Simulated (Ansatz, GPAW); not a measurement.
# Ballistic transport through BN in line between two Pb chains, from relaxation to T(E), part 4 of 4

Aim: the conductance of BN in line between two Pb chains after relaxation, and whether geometry, basis or functional moves it most.

GPAW 26.7.0 and Ansatz 0.2.0; Ansatz plane waves; relaxation of the junction with the lead ends held; PAW set soft_1 (the session's first sound run).

So far, transmission at the Fermi level (one spin): step 3 (plane-wave reference (PBE)) 0.633; step 5 (single-zeta polarised basis, PBE, GPAW) 0.682; step 6 (minimal basis, PBE, GPAW) 0.704; step 7 (revPBE in the dzp basis: xc = "revPBE") 0.677; step 8 (the structure as built: geometry = "as built", PBE, GPAW) 1.38.

### 10. Comparison

The curves are compared point by point over the common energies.

This step: comparison of transmission and cost over codes, levels and geometry; PAW set soft_1 (GPAW 26.7.0).

Ladder, by row:

```tsv
step	code	T at the Fermi level (sum over the listed spins)	conductance (G0)	r.m.s. T(E) from the first	wall time (s)	peak memory (GiB)	threads
pw-pbe	Ansatz	0.6333	0.6328	0	81.5	3.628	4
dzp	GPAW	0.6912	0.6906	0.0327	163.7	1.78	1
szp	GPAW	0.6818	0.6814	0.03186	121.1	1.75	1
sz	GPAW	0.7044	0.7042	0.04297	92.46	1.63	1
dzp-revPBE	GPAW	0.6766	0.6763	0.02805	145	1.79	1
asbuilt	GPAW	1.382	1.375	0.5565	153	1.79	1
```

Table of transmission, zone mean, sum over the listed spins by energy, zero at the Fermi level:

```tsv
energy (eV)	pw-pbe	dzp	szp	sz	dzp-revPBE	asbuilt
-2.0000	0.00383	0.00528	0.00317	0.00342	0.00452	0.0443
-1.7500	2.6e-5	1.0e-4	1.3e-4	2.0e-4	7.1e-5	0.0531
-1.5000	8.7e-4	7.7e-4	4.9e-4	3.8e-4	8.0e-4	0.0587
-1.2500	0.00375	0.00377	0.00294	0.00272	0.00383	0.0625
-1.0000	0.0107	0.0110	0.00919	0.00896	0.0111	0.0651
-0.7500	0.0408	0.0398	0.0335	0.0369	0.0405	0.0667
-0.5000	0.114	0.120	0.110	0.117	0.120	0.744
-0.2500	0.292	0.317	0.303	0.321	0.310	1.11
0.0000	0.633	0.691	0.682	0.704	0.677	1.38
0.2500	0.998	1.09	1.09	1.12	1.08	1.31
0.4250	1.21	1.30	1.30	1.31	1.29	1.22
0.4500	1.22	1.29	1.29	1.31	1.29	1.20
0.5000	1.19	1.25	1.25	1.26	1.25	1.18
0.7500	0.738	0.754	0.756	0.771	0.743	1.12
1.0000	0.365	0.375	0.382	0.393	0.368	1.07
1.2500	0.193	0.191	0.195	0.199	0.187	1.04
1.5000	0.115	0.109	0.110	0.110	0.107	1.01
1.7500	0.0866	0.0762	0.0756	0.0714	0.0755	0.963
2.0000	0.0820	0.0662	0.0634	0.0563	0.0660	0.863
```

### 11. Potential alignment off

Without the shift, lead and junction are matched by their Fermi levels alone.

This step: GPAW LCAO, PAW setups; Landauer transmission from Green's functions with principal layers (ASE), zero bias (GPAW 26.7.0).

Contents of run.py:

```python
import json
import numpy as np
from ase import Atoms
from ase.transport.calculators import TransportCalculator
from gpaw import GPAW, FermiDirac
from gpaw.lcao.tools import get_lcao_hamiltonian
from scipy.linalg import eigh

# The junction with lead layers at both ends, along the third cell vector
device = Atoms(
    ['Pb', 'Pb', 'Pb', 'Pb', 'Pb', 'Pb', 'B', 'N', 'Pb', 'Pb', 'Pb', 'Pb', 'Pb', 'Pb'],
    positions=[
        [4.50000, 4.50000, 1.45000],
        [4.50000, 4.50000, 4.35000],
        [4.50000, 4.50000, 7.25000],
        [4.50000, 4.50000, 10.15000],
        [5.32628, 4.68258, 12.99131],
        [3.45282, 4.32104, 15.41194],
        [4.44713, 4.56280, 17.58862],
        [4.61140, 4.63824, 18.87251],
        [5.39212, 5.08539, 20.80965],
        [4.81697, 4.74788, 24.39058],
        [4.50000, 4.50000, 27.27500],
        [4.50000, 4.50000, 30.17500],
        [4.50000, 4.50000, 33.07500],
        [4.50000, 4.50000, 35.97500]],
    cell=[[9.0, 0.0, 0.0], [0.0, 9.0, 0.0], [0.0, 0.0, 37.425]],
    pbc=True)

# One principal layer of the lead: the first 3 atoms of the device
lead = Atoms(
    ['Pb', 'Pb', 'Pb'],
    positions=[
        [4.50000, 4.50000, 1.45000],
        [4.50000, 4.50000, 4.35000],
        [4.50000, 4.50000, 7.25000]],
    cell=[[9.0, 0.0, 0.0], [0.0, 9.0, 0.0], [0.0, 0.0, 8.7]],
    pbc=True)

settings = dict(mode='lcao', basis='dzp', xc='PBE', h=0.18,
                occupations=FermiDirac(0.1), maxiter=250,
                mixer=dict(beta=0.1, nmaxold=8, weight=100.0),
                convergence=dict(density=0.0001))
energies = np.arange(-2, 2 + 1e-9, 0.025)
eta = 0.0001
n1, n2 = 1, 1
# k and -k transmit alike, so half of the mesh across the current serves
mesh = [(i, j) for i in range(n1) for j in range(n2) if (i, j) <= (-i % n1, -j % n2)]
weights = np.array([1 if (i, j) == (-i % n1, -j % n2) else 2 for i, j in mesh]) / (n1 * n2)

# [... helper functions left out ...]
fermi_lead = ground_state(lead, (1, 1, 13), 'lead.txt')
fermi_device = ground_state(device, (1, 1, 2), 'device.txt')
# [... loop over the mesh left out, but for ...]
        # Lead and device are aligned by their Fermi levels alone
        shift = 0.0
# [...]
kT = 8.617333e-5 * 300
bias = [0.1, 0.2, 0.5, 1.0, 1.5, 2.0]
# [... integrals and printing left out ...]
```

On the command line:

```sh
OMP_NUM_THREADS=1 OPENBLAS_NUM_THREADS=1 python run.py
```

The program printed:

```text
basis functions: device 302, principal layer 69
Fermi level: lead -2.5491 eV, device -2.4861 eV; lead shifted by 0.0000 eV
largest coupling past the next layer 2.76e-08 eV, largest misfit of the first layer 0.029 eV
  E-E_F (eV)   T (one spin)  channels
    -2.000    5.1401e-03    1.0000
    -1.975    3.9831e-03    1.0000
    -1.950    3.0601e-03    1.0000
    -1.925    2.3216e-03    1.0000
    -1.900    1.7308e-03    1.0000
    -1.875    1.2598e-03    1.0000
    -1.850    8.8743e-04    1.0000
    -1.825    5.9706e-04    1.0000
    -1.800    3.7568e-04    1.0000
    -1.775    2.1298e-04    1.0000
    -1.750    1.0071e-04    1.0000
    -1.725    3.2248e-05    1.0000
    -1.700    2.2451e-06    1.0000
    -1.675    6.3903e-06    1.0000
    -1.650    4.1207e-05    1.0000
    -1.625    1.0391e-04    1.0000
[...]
1.825    7.1977e-02    3.0000
     1.850    7.0816e-02    3.0000
     1.875    6.9791e-02    3.0000
     1.900    6.8892e-02    3.0000
     1.925    6.8107e-02    3.0000
     1.950    6.7428e-02    3.0000
     1.975    6.6845e-02    3.0000
     2.000    6.6354e-02    3.0000
conductance at 300 K: 0.69023 G0 a cell; thermopower -15.07 uV/K
current from the zero-bias T(E) at 0.1 V: 5.3472 uA
current from the zero-bias T(E) at 0.2 V: 10.692 uA
current from the zero-bias T(E) at 0.5 V: 26.822 uA
current from the zero-bias T(E) at 1.0 V: 54.509 uA
current from the zero-bias T(E) at 1.5 V: 75.782 uA
current from the zero-bias T(E) at 2.0 V: 86.818 uA
```

Elapsed: 2.9 min, on 1 thread of Intel Xeon Platinum 8375C at 2.90GHz (Ice Lake), shared host; peak memory 1.8 GiB.

This step gave:

- conductance: 0.6902 G₀
- thermopower: -15.07 μV/K
- largest misfit of the first principal layer: 0.02938 eV
- shift that aligns the lead: 0 eV
- transmission at the Fermi level (one spin): 0.6907

One spin. Table of transmission, zone mean by energy, zero at the Fermi level:

```tsv
energy (eV)	transmission, zone mean
-2.000	0.00514
-1.900	0.00173
-1.800	3.8e-4
-1.700	2.2e-6
-1.600	1.9e-4
-1.500	7.7e-4
-1.400	0.00170
-1.300	0.00299
-1.200	0.00477
-1.100	0.00727
-1.000	0.0110
-0.900	0.0170
-0.800	0.0286
-0.700	0.0642
-0.600	0.0926
-0.500	0.121
-0.400	0.168
-0.300	0.256
-0.200	0.391
-0.100	0.547
0.000	0.691
0.100	0.832
0.200	0.996
0.300	1.18
0.400	1.30
0.425	1.30
0.500	1.26
0.600	1.08
0.700	0.856
0.800	0.656
0.900	0.497
1.000	0.376
1.100	0.285
1.200	0.218
1.300	0.168
1.400	0.133
1.500	0.108
1.600	0.0914
1.700	0.0804
1.800	0.0733
1.900	0.0689
2.000	0.0664
```

Crossings of the lead's bands, unfolded to its shortest repeat. Open channels, zone mean against energy, zero at the Fermi level:

```tsv
energy (eV)	open channels, zone mean
-2.000	1
-1.800	1
-1.600	1
-1.400	1
-1.200	1
-1.000	1
-0.800	1
-0.600	3
-0.400	3
-0.200	3
0.000	3
0.200	3
0.400	3
0.600	3
0.800	3
1.000	3
1.200	3
1.400	3
1.600	3
1.800	3
2.000	3
```

Not self-consistent under bias; the bias window is split evenly. Current through one cell, from the zero-bias transmission against bias:

```tsv
bias (V)	current through one cell, from the zero-bias transmission (μA)
0.100	5.35
0.200	10.7
0.500	26.8
1.000	54.5
1.500	75.8
2.000	86.8
```

The transmission of the three most open eigenchannels by energy, zero at the Fermi level:

```tsv
energy (eV)	channel 1	channel 2	channel 3
-2.000	0.00514	0	0
-1.800	3.8e-4	0	0
-1.600	1.9e-4	0	0
-1.400	0.00170	0	0
-1.200	0.00477	0	0
-1.000	0.0110	0	0
-0.800	0.0286	0	0
-0.600	0.0840	0.00773	8.6e-4
-0.400	0.118	0.0490	0.00193
-0.200	0.219	0.169	0.00322
0.000	0.452	0.234	0.00461
0.200	0.692	0.298	0.00542
0.400	0.923	0.367	0.00610
0.600	0.736	0.335	0.00706
0.800	0.450	0.198	0.00837
1.000	0.267	0.0992	0.0100
1.200	0.154	0.0516	0.0119
1.400	0.0870	0.0336	0.0121
1.600	0.0498	0.0327	0.00888
1.800	0.0391	0.0285	0.00571
2.000	0.0460	0.0166	0.00374
```

The conductance equals that of the dzp run to 0.2 %.

### 12. Summary of results

```yaml
conductance: 0.691 G₀
transmission_at_the_fermi_level_mean_of_the_spins: 0.691
thermopower: -16.1 μV/K
open_channels_of_the_lead_there: 3
```

In words: In the dzp basis the junction conducts 0.691 G₀ at 300 K, with T = 0.691 a spin at the Fermi level; the sz basis reaches that conductance within 10 %. Relaxation moved atoms by up to 1.3 Å and took the conductance from 1.38 to 0.691 G₀, as a ratio a larger change than the step from dzp to the minimal basis. Plane waves (PBE) give T = 0.633 there. The scatterer reflects about 77 % of the incoming channels at the Fermi level. At the Fermi level two eigenchannels carry the current (0.45 and 0.23). The negative thermopower says that the thermally weighted transmission is larger above the Fermi level, as for electron-like transport. Measured against the first run (pw-pbe), the nearest curve is that of dzp-revPBE (r.m.s. 0.028) and the farthest that of asbuilt (0.56). Over the compared runs wall time goes from 82 s (pw-pbe) to 164 s (dzp), on a shared host; the plane-wave run used 4 threads and the orbital runs 1. The leads kept an estimated spacing and the cell its length, so the junction may be under some tension or compression. Spin-orbit coupling is left out, which matters for the heavy atoms here. An evenly spaced straight chain is an idealisation: free chains tend to dimerise, zigzag or, where a band edge lies near the Fermi level, turn magnetic. The currents use the zero-bias T(E) throughout, which holds only while the bias is small against the distance to the nearest feature.

[Logs are printed without paths, hosts, clocks, repeated set-up lines and the standing remarks that a program may print on its own settings, such as how far it seeks lower states.]

[Hosts, paths, dates, database ids (printed as entryN), source tags and the programs' standing remarks are cut or masked in the printed files.]
